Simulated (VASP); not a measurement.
From an Ansatz input to VASP: PbSe (rocksalt)

Ansatz input

```yaml
crystal:
  lattice:
    - [0.0, 3.0887022139, 3.0887022139]
    - [3.0887022139, 0.0, 3.0887022139]
    - [3.0887022139, 3.0887022139, 0.0]
  atoms:
    - { symbol: Pb, position: [0.0, 0.0, 0.0] }
    - { symbol: Se, position: [0.5, 0.5, 0.5] }
kpoints:
  mp_grid: { grid: [6, 6, 6] }
  band_path:
    path:
      - [0.0, 0.0, 0.0]
      - [0.5, 0.0, 0.5]
      - [0.5, 0.25, 0.75]
      - [0.375, 0.375, 0.75]
      - [0.5, 0.5, 0.5]
      - [0.625, 0.25, 0.625]
    npoints: 1
hamiltonian:
  xc: hse06
scf:
  occupations: { method: fixed }
  n_extra_bands: 4
output:
  forces: true
  stress: true
  eigenvalues: true
```

**Question.** Which VASP files do the same job?

**Answer.** 

INCAR, step 1 (PBE orbitals to start from)

```
SIGMA = 0.01
LREAL = .FALSE.
EDIFF = 1E-5
LWAVE = .TRUE.
LCHARG = .FALSE.
ISMEAR = 0
NELM = 120
LASPH = .TRUE.
NBANDS = 17
GGA = PE
ENCUT = 520
PREC = Accurate
```

INCAR, step 2

```
PREC = Accurate
LCHARG = .FALSE.
EDIFF = 1E-7
ISIF = 2
AEXX = 0.25
ENCUT = 520
HFSCREEN = 0.2079
LREAL = .FALSE.
LWAVE = .FALSE.
NELM = 120
LASPH = .TRUE.
IBRION = -1
ISTART = 1
NSW = 0
ALGO = Normal
PRECFOCK = Fast
NBANDS = 17
GGA = PE
ISMEAR = 0
LHFCALC = .TRUE.
SIGMA = 0.01
```

KPOINTS

```
KPOINTS created by Atomic Simulation Environment
0
Gamma
6 6 6
0 0 0
```

KPOINTS_OPT

```
special points
6
Reciprocal
0.0000000000 0.0000000000 0.0000000000 1
0.5000000000 0.0000000000 0.5000000000 1
0.5000000000 0.2500000000 0.7500000000 1
0.3750000000 0.3750000000 0.7500000000 1
0.5000000000 0.5000000000 0.5000000000 1
0.6250000000 0.2500000000 0.6250000000 1
```

POSCAR

```
Pb Se
 1.0000000000000000
     0.0000000000000000    3.0887022138622031    3.0887022138622031
     3.0887022138622031   -0.0000000000000000    3.0887022138622031
     3.0887022138622031    3.0887022138622031   -0.0000000000000000
 Pb  Se
   1   1
Cartesian
 -0.0000000000000000 -0.0000000000000000 -0.0000000000000000
  3.0887022138622031  3.0887022138622031  3.0887022138622031
```

VASP ran with the recommended PBE PAW datasets (20 valence electrons in the cell). Other inputs would serve too.

```json
{"": "gap between bands v and c", "Ansatz": "0.79 eV", "VASP": "0.80 eV"}
{"": "least direct gap", "Ansatz": "0.79 eV", "VASP": "0.80 eV"}
{"": "pressure", "Ansatz": "-0.2 GPa", "VASP": "-0.3 GPa"}
```

The two codes use different PAW datasets and cutoffs. VASP's cell holds 20 valence electrons and Ansatz's 30. Ansatz's stress includes a Pulay correction; VASP's doesn't.
